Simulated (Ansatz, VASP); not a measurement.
Ti in VASP and in Ansatz

The input POSCAR:

```
Ti
1.0
   -1.5917700000      1.5917700000      1.6902300000
    1.5917700000     -1.5917700000      1.6902300000
    1.5917700000      1.5917700000     -1.6902300000
Ti
1
Direct
    0.0000000000      0.0000000000      0.0000000000
```

The input INCAR.step1:

```
SYSTEM = Ti
  PREC = Accurate
  ENCUT = 520
  ISMEAR = 0
  SIGMA = 0.15
  LREAL = .False.
  LASPH = .True.
  NELM = 100
  NBANDS = 12
  GGA = PE
  ALGO = Normal
  EDIFF = 1E-4
  LWAVE = .True.
  LCHARG = .False.
```

INCAR.step2

```
SYSTEM = Ti
  PREC = Accurate
  ENCUT = 520
  EDIFF = 1E-6
  ISMEAR = 0
  SIGMA = 0.15
  LREAL = .False.
  LASPH = .True.
  NELM = 100
  ALGO = Normal
  ISIF = 2
  LWAVE = .False.
  LCHARG = .False.
  METAGGA = R2SCAN
  LMIXTAU = .True.
  NBANDS = 12
  ISTART = 1
```

File KPOINTS:

```
Automatic mesh
0
Gamma
  20 20 20
  0 0 0
```

Input for Ansatz:

```yaml
crystal:
  lattice:
    - [-1.59177, 1.59177, 1.69023]
    - [1.59177, -1.59177, 1.69023]
    - [1.59177, 1.59177, -1.69023]
  atoms:
    - { symbol: Ti, position: [0.0, 0.0, 0.0] }
basis:
  ecutwfc: 500
kpoints:
  mp_grid: { grid: [20, 20, 20] }
hamiltonian:
  xc: r2scan
scf:
  occupations: { method: gaussian, width: 0.15 }
output:
  forces: true
  stress: true
  eigenvalues: true
```

Change from the starting cell: strain -0.030 along x and y, +0.030 along z, atoms carried along.

Alike in both runs: task single point; functional r2SCAN; k mesh 20 × 20 × 20; occupations gaussian, width 0.15 eV; no spin polarisation.

|  | VASP | Ansatz |
| --- | --- | --- |
| version | VASP 6.6.1 | Ansatz 0.2.0 |
| potentials or method | VASP PAW PBE potentials, release 64 (Ti_sv) | scalar-relativistic, plane waves, PAW |
| plane-wave cutoff (eV) | 520 | 500 |
| valence electrons in the cell | 12 | 12 |

Ansatz gave:

| Property | Result |
| --- | --- |
| gap on the k mesh at the Fermi level (eV) | none |
| pressure (GPa) | 0.7 |
| largest component of the traceless stress (GPa) | 1.29 |

Task: What did VASP give for the same quantities?

Result: gap on the k mesh at the Fermi level (eV): none; pressure (GPa): 1.0; largest component of the traceless stress (GPa): 1.31.

A gap of «none» marks a metal or a gap that the smearing closes.

Caveats: the PAW data sets were made with another functional, which shifts forces and pressure a little (VASP).
